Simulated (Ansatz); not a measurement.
The system is ZnSe (Stilleite).

```
Se Zn
1.0
     0.00000    2.83380    2.83380
     2.83380    0.00000    2.83380
     2.83380    2.83380    0.00000
Se Zn
1 1
Cartesian
  4.2507 4.2507 4.2507
  0.0000 0.0000 0.0000
```

```yaml
Program: Ansatz 0.2.0
Task: relaxation of cell and atoms
Functional: RPBE
Dispersion: D3(BJ)
Potentials_or_basis: Ansatz PAW
Cutoff: "420 eV (not typed: the program's choice for these potentials)"
k_mesh: 8 × 8 × 8
Occupations: fermi-dirac, width 0.05 eV
Spin: no spin polarisation
```

At the start: volume 22.76 Å³/atom.

Q: How do energy, volume and symmetry change on relaxing?

A: It ends after 5 steps and the volume is 20.80 Å³/atom (-8.6 %); space group F-43m (No. 216, to 0.05 Å).

The path:
| step | energy change (eV) | largest force (eV/Å) | volume (Å³) |
| --- | --- | --- | --- |
| 1 | 0.0000 | 0.0000 | 45.51 |
| 2 | -0.0677 | 0.0000 | 42.60 |
| 3 | -0.0734 | 0.0000 | 41.45 |
| 4 | -0.0734 | 0.0000 | 41.61 |
| 5 | -0.0718 | 0.0000 | 41.61 |

Final structure:
```
CELL_PARAMETERS angstrom
0.00000 2.75032 2.75032
2.75032 0.00000 2.75032
2.75032 2.75032 0.00000
ATOMIC_POSITIONS crystal
Se 0.75000 0.75000 0.75000
Zn 0.00000 0.00000 0.00000
```

Caveat: the plane-wave basis is chosen anew once the cell has moved, so the energies of steps on either side of that aren't comparable; the PAW data sets come from PBE, with cores solved anew for the run's functional, which leaves a small shift of forces and pressure.
